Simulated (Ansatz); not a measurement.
## TaN under changes of volume

One of the cells (10.813 Å³/atom); the others are scaled copies at fixed shape and fractional positions:

```xyz
2
Lattice="0.0000 2.2113 2.2113 2.2113 0.0000 2.2113 2.2113 2.2113 0.0000" Properties=species:S:1:pos:R:3 pbc="T T T"
Ta    2.2113    2.2113    2.2113
N     0.0000    0.0000    0.0000
```

The cell comes from a database or a generator and needn't be the stable form of this composition.

* Program: Ansatz 0.2.0
* Functional: LDA
* Potentials or basis: Ansatz PAW
* Cutoff: 420 eV (not typed: the program's choice for these potentials)
* k mesh: 10 × 10 × 10
* Occupations: fermi-dirac, width 0.05 eV
* Spin: no spin polarisation

| volume (Å³/atom) | energy over the lowest point (meV/atom) | pressure (GPa) |
| --- | --- | --- |
| 10.164 | 0.08 | 4.1 |
| 10.381 | 0.00 | -3.8 |
| 10.597 | 10.01 | -10.9 |
| 10.813 | 29.02 | -17.2 |
| 11.030 | ? | ? |
| 11.246 | 90.44 | -27.8 |
| 11.462 | 131.09 | -32.3 |

Q: What does the run at 11.030 Å³/atom give?

A: Energy over the lowest point 56.17 meV/atom; pressure -22.8 GPa.

Worked out: A Birch-Murnaghan fit of order 3 (a polynomial in V^(-2/3)) to the other rows has its minimum at 10.27 Å³/atom with B0 = V·E''(V) = 375 GPa and B' = 4.4. It gives 56.20 meV/atom at 11.030 Å³/atom, against the run's 56.17, and -dE/dV = -22.8 GPa, against -22.8.

Energies are extrapolated to zero smearing.

Caveats: the PAW data sets come from PBE, with cores solved anew for the run's functional, which leaves a small shift of forces and pressure.
